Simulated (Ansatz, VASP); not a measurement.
Ti2Pt3 in VASP and in Ansatz

The input INCAR:

```
ALGO     = Normal         # electronic algorithm
EDIFF    = 1E-7           # SCF threshold, eV
ENCUT    = 520            # plane-wave cutoff, eV
GGA      = PE             # functional
ISIF     = 2              # what is computed and relaxed
ISMEAR   = 0              # smearing method
LASPH    = T              # aspherical terms in the spheres
LCHARG   = F              # write CHGCAR
LREAL    = F              # projectors in reciprocal space
LWAVE    = F              # write WAVECAR
NBANDS   = 35             # bands
NELM     = 60             # most SCF steps
PREC     = Accurate       # precision mode
SIGMA    = 0.1            # smearing width, eV
```

File KPOINTS:

```
k-points
0
Gamma
  4 4 4
```

The input POSCAR:

```
Ti2Pt3
1.0
    4.5466544100      0.0000000000      0.0000000000
    0.0000000000      4.5466544100      0.0000000000
    0.0000000000      0.0000000000      4.5466544100
Ti Pt
2 3
Direct
    0.5000000000      0.5000000000      0.5000000000
    0.0000000000      0.0000000000      0.0000000000
    0.0000000000      0.5000000000      0.5000000000
    0.5000000000      0.0000000000      0.5000000000
    0.5000000000      0.5000000000      0.0000000000
```

Input for Ansatz:

```yaml
crystal:
  lattice:
    - [4.54665441, 0.0, 0.0]
    - [0.0, 4.54665441, 0.0]
    - [0.0, 0.0, 4.54665441]
  atoms:
    - { symbol: Ti, position: [0.5, 0.5, 0.5] }
    - { symbol: Ti, position: [0.0, 0.0, 0.0] }
    - { symbol: Pt, position: [0.0, 0.5, 0.5] }
    - { symbol: Pt, position: [0.5, 0.0, 0.5] }
    - { symbol: Pt, position: [0.5, 0.5, 0.0] }
basis:
  ecutwfc: 420
kpoints:
  mp_grid: { grid: [4, 4, 4] }
hamiltonian:
  xc: pbe
scf:
  occupations: { method: gaussian, width: 0.1 }
  lower_state_search: "off"
output:
  forces: true
  stress: true
  eigenvalues: true
```

Alike in both runs: task single point; functional PBE; k mesh 4 × 4 × 4; occupations gaussian, width 0.1 eV; no spin polarisation.

|  | VASP | Ansatz |
| --- | --- | --- |
| version | VASP 6.6.1 | Ansatz 0.2.0 |
| potentials or method | VASP PAW PBE potentials, release 64 (Ti_sv, Pt) | scalar-relativistic, plane waves, PAW |
| plane-wave cutoff (eV) | 520 | 420 |
| valence electrons in the cell | 54 | 78 |

```csv
,VASP,Ansatz,Ansatz less VASP
gap on the k mesh at the Fermi level (eV),none,none,-
pressure (GPa),10.0,9.8,-0.19
```

A gap of «none» marks a metal or a gap that the smearing closes. The functional is the same, so the differences come from potentials, cutoffs and numerics. The two sets of potentials don't hold the same shells in valence.

Spin-orbit coupling is left out, which matters for the levels of Pt.
